A solid pushed outward by a small pressure p grows in volume by the fraction p/B, where B is its bulk modulus, the resistance to a change of volume. For a metal with B near 300 GPa, a volume that is 3% too large therefore corresponds to a push of about 9 GPa. No such pressure acts on the metal in the laboratory. It measures how wrongly the approximate energy slopes when the atoms are moved apart.

Two of the five density functionals applied here to ruthenium have an excess of this size, BEEF-vdW and optB88-vdW. Both contain a nonlocal correlation term that describes van der Waals attraction. The simple picture that more attraction makes a smaller crystal fails for them, since both give a larger volume than PBE, which has no such term.

GPAW 26.7.0, Kohn–Sham DFT for hcp Ru (2 atoms, given cell 13.57 Å³/atom), without spin polarisation, spin–orbit coupling or an added dispersion correction. All runs use an 8 × 8 × 5 k mesh and Fermi–Dirac smearing of 0.05 eV; PBE uses a 0.16 Å real-space grid, the others plane waves. The fits span seven volumes, 0.94 to 1.06 of the given cell, at fixed shape.

```
functional                            potentials  wave cutoff  equilibrium volume (Å³/atom)  equilibrium volume change (% of the given cell)  bulk modulus (GPa)  bulk modulus slope
       LDA                  HGH pseudopotentials      1600 eV                        13.484                                           -0.670               348.9               4.820
       PBE  GPAW-PAW-data-sets-(gpaw-data-1.2.1)          n/a                        13.725                                            1.100               309.2               4.930
  BEEF-vdW  GPAW-PAW-data-sets-(gpaw-data-1.2.1)       600 eV                        14.028                                            3.340               286.7               4.660
optB88-vdW  GPAW-PAW-data-sets-(gpaw-data-1.2.1)       600 eV                        14.007                                            3.190               293.5               4.790
 vdW-DF-cx  GPAW-PAW-data-sets-(gpaw-data-1.2.1)       600 eV                        13.599                                            0.180               323.1               4.740
```

The excess is counted from the given cell, whose shape was kept fixed. As far as recalled, this is close to the cell of the real metal, but the table holds no measured value to confirm it. Zero-point motion and heat are missing from the calculation, and in a metal like this they would normally expand the crystal a little further. Adding them would thus increase the excess of these two functionals.

The fault can be seen before any equilibrium volume is determined. At the given cell, the slope of the energy amounts to an outward pressure of about 10 GPa for both BEEF-vdW and optB88-vdW. For vdW-DF-cx it is below 1 GPa, although this functional contains van der Waals correlation too. The presence of that correlation is therefore not enough to explain the swollen crystal.

The comparison of optB88-vdW with vdW-DF-cx leads to the cause. The two share the same nonlocal correlation and were run with the same plane-wave cutoff and k mesh; the functionals themselves differ only in their exchange part. Only the optB88-vdW run used the program's legacy setting, so a share from a different implementation cannot be excluded. Their total energies differ by about 71 eV per atom, but nearly all of this is the same at every volume and cannot move the atoms. Only the small part that changes with volume matters here. When the cell grows from 0.94 to 1.06 of its given volume, optB88-vdW gains 95 meV per atom over vdW-DF-cx.

This gain can be turned into a volume. The range covers 12% of the given 13.57 Å³ per atom, and 1 eV/Å³ is about 160 GPa:

ΔV = 0.12 × 13.57 Å³ = 1.63 Å³

p = 0.095 eV / 1.63 Å³ = 0.058 eV/Å³ ≈ 9.3 GPa

p/B = 9.3 GPa / 323 GPa ≈ 2.9%

Here B is the bulk modulus of vdW-DF-cx, the crystal on which the push is imagined to act. The table gives 14.007 Å³ for optB88-vdW and 13.599 Å³ for vdW-DF-cx, a difference of 3.0%. The agreement shows that a small push describes the change well. It is no independent test, because the volumes in the table come from the same energy curves.

Why a change of exchange should push the atoms apart has to be argued from theory. These functionals start from the exchange energy of a uniform electron gas and enhance it where the density is uneven. The unevenness is measured by the reduced gradient, which tells how strongly the density changes over the local wavelength of the electrons, a length that grows where the density is low. If the whole electron cloud were simply stretched, this quantity would stay the same. Real atoms keep roughly their size when they are moved apart, so the density between them thins out and the reduced gradient rises in much of the outer region.

A functional whose enhancement rises steeply with the reduced gradient is rewarded for this thinning, and its energy favours a larger crystal. The exchange in optB88-vdW rises more steeply than that in vdW-DF-cx over the moderate gradients common in a dense metal. The total energies agree with the direction of this argument, but they are not divided by region and so do not show where in the crystal the gain arises. For BEEF-vdW against vdW-DF-cx the same cause is plausible but less well isolated, because its correlation differs as well.

Exchange does not explain the excess over PBE. Over the same gradients the exchange of PBE rises at least as steeply as that of optB88-vdW, so exchange alone would not make optB88-vdW the larger. PBE also corrects its correlation for the gradient, and this term works against the exchange enhancement and pulls inward. optB88-vdW and vdW-DF-cx drop it, BEEF-vdW keeps only part of it, and the nonlocal term is expected to restore only part of the pull. The flatter exchange of vdW-DF-cx makes up for the loss, while that of optB88-vdW does not. This too is argued from theory, since the energies are not split into exchange and correlation.

The swollen crystals also look too soft. The bulk modulus is 293 GPa for optB88-vdW and 323 GPa for vdW-DF-cx, which might be taken for a second fault, a weaker bond. Most metals soften when they are stretched, however, and the bulk modulus slope B′ in the table tells how fast: it is the change of B per unit of pressure. A constant outward push p should leave

B − B′p = 323 GPa − 4.74 × 9.3 GPa ≈ 279 GPa

The push thus explains more softening than is found. The reason is that it is not constant: it weakens from 9.95 GPa in the compressed part of the range to 8.80 GPa in the expanded part. A push that fades as the crystal grows acts like an added spring. The centres of the two parts lie 8% of the given volume apart, so the added stiffness is

(9.95 GPa − 8.80 GPa) / 0.08 ≈ 14 GPa

which closes the gap. Why the push fades at this rate is not settled by these energies.

A comparison at one common volume separates the two effects. At their own equilibrium volumes the five bulk moduli spread over 62 GPa; carried to the given volume, they spread over only 15 GPa. There optB88-vdW is even stiffer than vdW-DF-cx. Its low tabulated modulus is mainly a consequence of its large volume, and anyone who took it as the modulus of real ruthenium would carry the volume error into it.

Not every difference in the table deserves the same reading. LDA was run with another kind of pseudopotential, so its smaller volume relative to PBE cannot be put down to the functional alone. PBE was run on a real-space grid, which may shift its values slightly against the plane-wave rows. The three functionals with van der Waals correlation rest on the same library of atomic data sets, and an error there could shift their volumes together. The difference between optB88-vdW and vdW-DF-cx is therefore expected to be safer than the distance of either from the given cell. BEEF-vdW and optB88-vdW differ by only 0.02 Å³ per atom, too little to rank them on this coarse k mesh.

A layered crystal such as graphite shows the other side of the same functionals. Between its layers there is little chemical bonding, and van der Waals correlation supplies much of the attraction that holds them together. In close-packed ruthenium the bonds are metallic, and the volume rests on a balance between the gradient terms of exchange and correlation, which a modest change in the slope of exchange shifts by a few per cent. For a neighbouring metal the same two quantities are needed, the push and the stiffness: if the push were similar, the softer metal would swell more. The printed analysis after this text applies the estimate to every row, with vdW-DF-cx as the reference.

The analysis program printed:

```
Volume and pressure:
         row  volume against PBE (%)  outward pressure at given cell (GPa)  modulus at given volume (GPa)
         LDA                  -1.756                                -2.172                          337.8
         PBE                       0                                 3.616                          326.4
    BEEF-vdW                   2.208                                 10.29                          334.1
  optB88-vdW                   2.055                                 10.05                            341
   vdW-DF-cx                  -0.918                                0.7082                          325.8
Push relative to vdW-DF-cx:
         row  extra push (GPa)  estimated volume change (%)  computed volume change (%)
         LDA             -2.88                      -0.8913                     -0.8457
         PBE             2.908                       0.9001                      0.9265
    BEEF-vdW             9.578                        2.964                       3.155
  optB88-vdW             9.339                         2.89                           3
   vdW-DF-cx                 0                            0                           0
Modulus from the push:
         row  constant push (GPa)  added stiffness (GPa)  push and stiffness (GPa)  computed (GPa)
         LDA                336.8                  11.95                     348.7           348.9
         PBE                309.3                 0.3967                     309.7           309.2
    BEEF-vdW                277.7                  7.121                     284.8           286.7
  optB88-vdW                278.8                  14.29                     293.1           293.5
   vdW-DF-cx                323.1                      0                     323.1           323.1
Spread of moduli at own equilibrium volumes (GPa): 62.2
Spread of moduli at the given volume (GPa): 15.2
Extra push of optB88-vdW between 0.94 and 0.98 of given volume (GPa): 9.953
Extra push of optB88-vdW between 1.02 and 1.06 of given volume (GPa): 8.805
Energy gained by optB88-vdW over vdW-DF-cx from 0.94 to 1.06 of given volume (meV/atom): 95.22
Softening of optB88-vdW against vdW-DF-cx (GPa): 29.6
Softening expected from constant push alone (GPa): 44.27
```
